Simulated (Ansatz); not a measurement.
# AlN (Fm-3m) in Ansatz: notebook

One crystal, AlN, is run at these levels: PBEsol; tasks: single point, equation of state.

Everything below comes from runs of Ansatz 0.2.0. Logs are shortened: lines on timing, memory, paths and dates and some standing lists are left out, and cuts for length are marked.

### 1 The structure

The structure is cubic, space group Fm-3m (No. 225). The conventional cell has a = 4.069 Å, b = 4.069 Å, c = 4.069 Å, α = 90.00°, β = 90.00°, γ = 90.00°. Al (site symmetry m-3m) has 6 N at 2.03 Å as nearest neighbours. N (site symmetry m-3m) is surrounded by 6 Al at 2.03 Å.

Measurements of this composition are mostly on another form, of space group No. 186.

### 2 Single point, PBEsol, 7.92 Å³/atom (volume scaled by 0.94)

The input, input.yaml:

```yaml
crystal:
  lattice:
    - [0.0, 1.9929855707, 1.9929855707]
    - [1.9929855707, 0.0, 1.9929855707]
    - [1.9929855707, 1.9929855707, 0.0]
  atoms:
    - { symbol: Al, position: [0.5, 0.5, 0.5] }
    - { symbol: "N", position: [0.0, 0.0, 0.0] }
kpoints:
  mp_grid: { grid: [11, 11, 11] }
scf:
  occupations: { method: fermi_dirac, width: 0.05 }
hamiltonian:
  xc: pbesol
  pseudopotentials: { kind: all_electron, lapw: { basis_error: 0.001 } }
output:
  forces: true
  stress: true
  eigenvalues: true
```

Potentials or basis: all-electron LAPW, scalar-relativistic.

The run is started by

```sh
$ ansatz run input.yaml --threads 1 --pin off --max-ram 3072MiB --backend cpu --events-out ev --progress --plain --runs-dir out
```

The log of the run:

```text
Warning: RAYON_NUM_THREADS=1 ignored (pool sized by the plan → 1); use --threads N
LAPW: plane waves up to 9.402 Å⁻¹, error target 1.0e-3 eV per atom; small_component_spin mean_spin; N in spheres of 0.963 Å, 7 of its electrons in bands, Dirac shells []; Al in spheres of 1.030 Å, 11 of its electrons in bands, Dirac shells [] (how accurate: hamiltonian.pseudopotentials.lapw.basis_error, Limitations)
Engine: ansatz 0.2.0, x86_64-unknown-linux-gnu
Pseudopotentials: kind: all_electron
Pseudopotential: Al, LAPW, valence charge 11, lapw/all_electron/scalar/gaussian/Al, Koelling and Harmon's equation, gaussian nucleus
Pseudopotential: N, LAPW, valence charge 7, lapw/all_electron/scalar/gaussian/N, Koelling and Harmon's equation, gaussian nucleus
Functional definition: PBEsol
  exchange = pbesol_x
  correlation = pbesol_c
Crystal: 2 atoms, lattice volume = 15.832 Å³
Basis set: ecut = 336.80653250990355 eV, 229 PW (Γ), exchange–correlation at level 2
Bands: 13, of which v1, the nominal top of the filled ones, is band 9 counted from 1 (8 counted from 0)
Symmetry: 48 space group operations
Space group: Fm-3m (ITA 225), of the structure as read, at distance tolerance 2.5e-5 Å
k-points: 56 of 1331
Non-local potential: Al, projectors of the file, none
Non-local potential: N, projectors of the file, none
Initial density: superposition of atomic densities (chi_scale 0.1, normalization cell, long waves kept (reshape's long-wave potential 0.00 eV rms))
Initial wavefunctions: plane waves of lowest kinetic energy (no species holds an atomic orbital)
Functional: x = pbesol(κ = 0.804, μ = 0.12345679012345678), c = pbesol(β = 0.046)
iter 1 solved again at ethr=1.75e-2 eV; its pass at ethr=1.00e-1 eV (dr2=3.15e0 eV) is discarded
SCF iter   1: F=—  HF=-8083.627088 eV  |F-HF|=—  |Δ(HF+E_count)|=         —  Δρ=1.41e-1  dr2=3.15e0  ethr=1.75e-2  ⟨swp⟩=2.0  Hψ=5177  notcnv=0
preconditioner: auto → none  [insulator: Δε(μ)=7.412 eV  Ē_g=18.426 eV  σ=0.050 eV  W_gap=1.00  n_scr=8 (ndim 8)  ℏωp=26.4 eV  f_vac=0.000  D(μ)=0.00/eV (n_scr^D=0)  ε∞_Penn≈3.1]
iter 2 solved again at ethr=1.85e-4 eV; its pass at ethr=1.75e-2 eV (dr2=3.33e-2 eV) is discarded
SCF iter   2: F=—  HF=-8082.034517 eV  |F-HF|=—  |Δ(HF+E_count)|=    1.59e0  Δρ=2.30e-2  dr2=3.33e-2  ethr=1.85e-4  ⟨swp⟩=2.3  Hψ=3880  notcnv=0
SCF iter   3: F=—  HF=-8081.900712 eV  |F-HF|=—  |Δ(HF+E_count)|=         —  Δρ=1.40e-2  dr2=2.53e-2  ethr=1.85e-4  ⟨swp⟩=3.0  Hψ=2359  notcnv=0
the basis was enlarged: its passes take 126.3 KiB over the memory plan, 1 of 1 planned eigensolver slots
SCF iter   4: F=—  HF=-8081.895721 eV  |F-HF|=—  |Δ(HF+E_count)|=   4.99e-3  Δρ=7.59e-4  dr2=6.49e-5  ethr=1.41e-4  ⟨swp⟩=2.0  Hψ=1965  notcnv=0
SCF iter   5: F=—  HF=-8081.895729 eV  |F-HF|=—  |Δ(HF+E_count)|=   7.34e-6  Δρ=1.25e-4  dr2=8.85e-7  ethr=3.61e-7  ⟨swp⟩=2.0  Hψ=1960  notcnv=0
SCF iter   6: F=—  HF=-8081.895729 eV  |F-HF|=—  |Δ(HF+E_count)|=   9.65e-9  Δρ=2.13e-5  dr2=2.56e-8  ethr=4.91e-9  ⟨swp⟩=2.2  Hψ=1982  notcnv=0
SCF iter   7: F=-8081.895729 eV  HF=-8081.895729 eV  |F-HF|=1.36e-11  |Δ(HF+E_count)|=   1.78e-8  Δρ=9.55e-7  dr2=8.58e-11  ethr=1.42e-10  ⟨swp⟩=2.5  Hψ=1998  notcnv=0
SCF 1 converged in 7 iterations: F = -8081.895729 eV  dr2 = 8.58e-11
SCF converged after 7 iterations
Free energy (F): -8081.895729 eV
Harris-Foulkes:  -8081.895729 eV  (|F-HF|=1.36e-11)
Internal energy: -8081.895729 eV  (E = F + TS)
E sigma→0 (E₀):  -8081.895729 eV
Fermi energy:    16.310574 eV
--- Per-component energies (eV) ---
  E_band       = -1130.998864
  E_kinetic    = 8092.633606
  E_xc         = -680.336971
  E_electrostatic = -15494.192364  (all electrons and nuclei)
  E_smearing   = -0.000000  (= −TS)
  E_closure    = 0.000000  (closes the sum)
  E_atoms      = -8066.480992  (free atoms, spherical and without spin; not in F)
  Σ components = -8081.895729   (vs F -8081.895729, Δ=0.00e0)
  Basis errors (estimates in eV, not in F): energy 3.7e-4 per atom: plane waves 3.4e-4 (1.9e-4 summed), levels above the bands 7.2e-102, relativity 2.8e-8, radial functions 2.7e-5, core shells 6.5e-13; eigenvalues (radial functions only) 1.1e-5; not estimated: angular momenta, meshes, grids; target (lapw.basis_error) 1.0e-3; muffin-tin radii N 0.963 Å, Al 1.030 Å
--- Forces (eV/Å), atoms counted from 1 ---
  atom   1  Al     0.00000000    -0.00000000    -0.00000000
  atom   2  N     -0.00000000     0.00000000     0.00000000
  max |Σ_I F_I| component: 1.84e-30 eV/Å
--- Stress (GPa, compression-positive) ---
       12.662242      -0.000000       0.000000
       -0.000000      12.662242       0.000000
        0.000000       0.000000      12.662242
  P = ⅓ Tr σ = 12.6622 GPa (126.622 kbar)
--- Band table (eV; the first three rows and the last of 56) ---
  k-point 0: bands = ["-359.0190", "-87.5914", "-49.2644", "-49.2644", "-49.2644", "-4.1608", "13.7837", "13.7837", "13.7837", "20.0753", "25.9517", "25.9517", "25.9517"]
  k-point 1: bands = ["-359.0190", "-87.5910", "-49.2669", "-49.2647", "-49.2647", "-3.9824", "12.9184", "13.6724", "13.6724", "20.5854", "25.1569", "26.2261", "26.2261"]
  k-point 2: bands = ["-359.0190", "-87.5902", "-49.2735", "-49.2656", "-49.2656", "-3.4595", "10.9872", "13.3933", "13.3933", "21.1448", "24.6421", "26.5910", "26.5910"]
  k-point 55: bands = ["-359.0190", "-87.5863", "-49.2855", "-49.2840", "-49.2755", "0.4939", "7.5528", "7.8766", "10.0759", "22.0126", "24.0618", "25.2820", "26.8033"]
```

Run time: 3.1 s. Hardware: 1 thread of Intel Xeon 6975P-C (Granite Rapids), shared host; peak memory 0.3 GiB.

Results:

| Item | Value |
| --- | --- |
| Free energy | -8081.8957 eV |
| Pressure | 12.7 GPa |
| Band gap on the k mesh | 5.09 eV, indirect (least direct gap 6.29 eV) |

Caveat: an odd mesh through Γ misses points on the zone boundary, where band edges often lie.

### 3 Single point, PBEsol, 8.08 Å³/atom (volume scaled by 0.96)

input.yaml: that of step 2 with these lines changed.

```diff
@@ -2,5 +2,5 @@
   lattice:
-    - [0.0, 1.9929855707, 1.9929855707]
-    - [1.9929855707, 0.0, 1.9929855707]
-    - [1.9929855707, 1.9929855707, 0.0]
+    - [0.0, 2.0070211428, 2.0070211428]
+    - [2.0070211428, 0.0, 2.0070211428]
+    - [2.0070211428, 2.0070211428, 0.0]
   atoms:
```

Potentials or basis: all-electron LAPW, scalar-relativistic.

The run is started by

```sh
$ ansatz run input.yaml --threads 1 --pin off --max-ram 3072MiB --backend cpu --events-out ev --progress --plain --runs-dir out
```

Run time: 3 s. Hardware: 1 thread of Intel Xeon 6975P-C (Granite Rapids), shared host; peak memory 0.31 GiB.

It converged, with:

| Property | Result |
| --- | --- |
| Free energy | -8081.9156 eV |
| Pressure | 6.4 GPa |
| Band gap on the k mesh | 4.89 eV, indirect (least direct gap 5.98 eV) |

Caveat: an odd mesh through Γ misses points on the zone boundary, where band edges often lie.

### 4 Single point, PBEsol, 8.25 Å³/atom (volume scaled by 0.98)

input.yaml: that of step 3 with these lines changed.

```diff
@@ -2,5 +2,5 @@
   lattice:
-    - [0.0, 2.0070211428, 2.0070211428]
-    - [2.0070211428, 0.0, 2.0070211428]
-    - [2.0070211428, 2.0070211428, 0.0]
+    - [0.0, 2.0208631053, 2.0208631053]
+    - [2.0208631053, 0.0, 2.0208631053]
+    - [2.0208631053, 2.0208631053, 0.0]
   atoms:
```

The run is started by

```sh
$ ansatz run input.yaml --threads 1 --pin off --max-ram 3072MiB --backend cpu --events-out ev --progress --plain --runs-dir out
```

Wall time 3 s (1 thread of Intel Xeon 6975P-C (Granite Rapids), shared host); peak memory 0.3 GiB.

The run converged. Its results:

| Quantity | Value |
| --- | --- |
| Free energy | -8081.9230 eV |
| Pressure | 0.7 GPa |
| Band gap on the k mesh | 4.69 eV, indirect (least direct gap 5.68 eV) |

Caveat: an odd mesh through Γ misses points on the zone boundary, where band edges often lie.

### 5 Single point, PBEsol, 8.42 Å³/atom

input.yaml: that of step 4 with these lines changed.

```diff
@@ -2,5 +2,5 @@
   lattice:
-    - [0.0, 2.0208631053, 2.0208631053]
-    - [2.0208631053, 0.0, 2.0208631053]
-    - [2.0208631053, 2.0208631053, 0.0]
+    - [0.0, 2.034518, 2.034518]
+    - [2.034518, 0.0, 2.034518]
+    - [2.034518, 2.034518, 0.0]
   atoms:
```

The run is started by

```sh
$ ansatz run input.yaml --threads 1 --pin off --max-ram 3072MiB --backend cpu --events-out ev --progress --plain --runs-dir out
```

Run time: 2.9 s. Hardware: 1 thread of Intel Xeon 6975P-C (Granite Rapids), shared host; peak memory 0.3 GiB.

The run converged. Its results:

| Item | Value |
| --- | --- |
| Free energy | -8081.9190 eV |
| Pressure | -4.4 GPa |
| Band gap on the k mesh | 4.50 eV, indirect (least direct gap 5.39 eV) |

Caveat: an odd mesh through Γ misses points on the zone boundary, where band edges often lie.

### 6 Single point, PBEsol, 8.59 Å³/atom (volume scaled by 1.02)

input.yaml: that of step 5 with these lines changed.

```diff
@@ -2,5 +2,5 @@
   lattice:
-    - [0.0, 2.034518, 2.034518]
-    - [2.034518, 0.0, 2.034518]
-    - [2.034518, 2.034518, 0.0]
+    - [0.0, 2.0479920218, 2.0479920218]
+    - [2.0479920218, 0.0, 2.0479920218]
+    - [2.0479920218, 2.0479920218, 0.0]
   atoms:
```

Potentials or basis: all-electron LAPW, scalar-relativistic.

The run is started by

```sh
$ ansatz run input.yaml --threads 1 --pin off --max-ram 3072MiB --backend cpu --events-out ev --progress --plain --runs-dir out
```

Run time: 2.8 s. Hardware: 1 thread of Intel Xeon 6975P-C (Granite Rapids), shared host; peak memory 0.28 GiB.

Results (log left out):

| Item | Value |
| --- | --- |
| Free energy | -8081.9047 eV |
| Pressure | -9.1 GPa |
| Band gap on the k mesh | 4.32 eV, indirect (least direct gap 5.12 eV) |

Caveat: an odd mesh through Γ misses points on the zone boundary, where band edges often lie.

### 7 Single point, PBEsol, 8.76 Å³/atom (volume scaled by 1.04)

input.yaml: that of step 6 with these lines changed.

```diff
@@ -2,5 +2,5 @@
   lattice:
-    - [0.0, 2.0479920218, 2.0479920218]
-    - [2.0479920218, 0.0, 2.0479920218]
-    - [2.0479920218, 2.0479920218, 0.0]
+    - [0.0, 2.0612910439, 2.0612910439]
+    - [2.0612910439, 0.0, 2.0612910439]
+    - [2.0612910439, 2.0612910439, 0.0]
   atoms:
```

The run is started by

```sh
$ ansatz run input.yaml --threads 1 --pin off --max-ram 3072MiB --backend cpu --events-out ev --progress --plain --runs-dir out
```

Run time: 2.8 s. Hardware: 1 thread of Intel Xeon 6975P-C (Granite Rapids), shared host; peak memory 0.28 GiB.

Results (log left out):

```yaml
Free_energy: -8081.8812 eV
Pressure: -13.2 GPa
Band_gap_on_the_k_mesh: 4.14 eV, indirect (least direct gap 4.85 eV)
```

Caveat: an odd mesh through Γ misses points on the zone boundary, where band edges often lie.

### 8 Single point, PBEsol, 8.93 Å³/atom (volume scaled by 1.06)

input.yaml: that of step 7 with these lines changed.

```diff
@@ -2,5 +2,5 @@
   lattice:
-    - [0.0, 2.0612910439, 2.0612910439]
-    - [2.0612910439, 0.0, 2.0612910439]
-    - [2.0612910439, 2.0612910439, 0.0]
+    - [0.0, 2.0744206402, 2.0744206402]
+    - [2.0744206402, 0.0, 2.0744206402]
+    - [2.0744206402, 2.0744206402, 0.0]
   atoms:
```

The run is started by

```sh
$ ansatz run input.yaml --threads 1 --pin off --max-ram 3072MiB --backend cpu --events-out ev --progress --plain --runs-dir out
```

Run time: 3.1 s. Hardware: 1 thread of Intel Xeon 6975P-C (Granite Rapids), shared host; peak memory 0.31 GiB.

Results (log left out):

| Item | Value |
| --- | --- |
| Free energy | -8081.8493 eV |
| Pressure | -17.0 GPa |
| Band gap on the k mesh | 3.97 eV, indirect (least direct gap 4.60 eV) |

Caveat: an odd mesh through Γ misses points on the zone boundary, where band edges often lie.

### 9 Equation of state, PBEsol

Potentials or basis: all-electron LAPW, scalar-relativistic.

This step only gathers the single runs of the series.

What came out:

```yaml
Equilibrium_volume: 8.28 Å³/atom
Bulk_modulus: 261 GPa
Pressure_derivative_of_the_bulk_modulus: 4.0
```

Energy against volume, from the lowest point:
```tsv
volume (Å³/atom)	energy (meV/atom)
7.916	13.62
8.085	3.67
8.253	0.00
8.421	2.00
8.590	9.13
8.758	20.90
8.927	36.85
```
